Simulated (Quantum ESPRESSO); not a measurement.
# Pb: equation of state with PW86PBE

The system is Pb.

```
Pb
1.0
     0.00000    2.47502    2.47502
     2.47502    0.00000    2.47502
     2.47502    2.47502    0.00000
Pb
1
Cartesian
  0.0000 0.0000 0.0000
```

| Property | Result |
| --- | --- |
| Program | Quantum ESPRESSO 7.5 |
| Task | equation of state |
| Functional | PW86PBE |
| Potentials or basis | PseudoDojo 0.4.1 SR PBE standard |
| Cutoff | 762 eV |
| Density cutoff | 3048 eV |
| k mesh | 9 × 9 × 9 |
| Occupations | fermi-dirac, width 0.05 eV |
| Spin | no spin polarisation |

```yaml
Equilibrium_volume: "33.96 Å³/atom (rough: see the caveat)"
Bulk_modulus: 33 GPa (rough)
```

Energy against volume, from the lowest point:
```
volume (Å³/atom)  energy (meV/atom)
          28.503             119.58
          29.110              87.63
          29.716              61.23
          30.323              39.78
          30.929              22.72
          31.535               9.61
          32.142               0.00
```

All runs of the series together: 44 s on 1 thread of AMD EPYC 7B13 (Zen 3) (shared host).

Caveat: the potentials were made for another functional, which shifts forces and pressure; the minimum lies outside the volumes run. The run has no spin-orbit coupling, so splittings on Pb are missing.
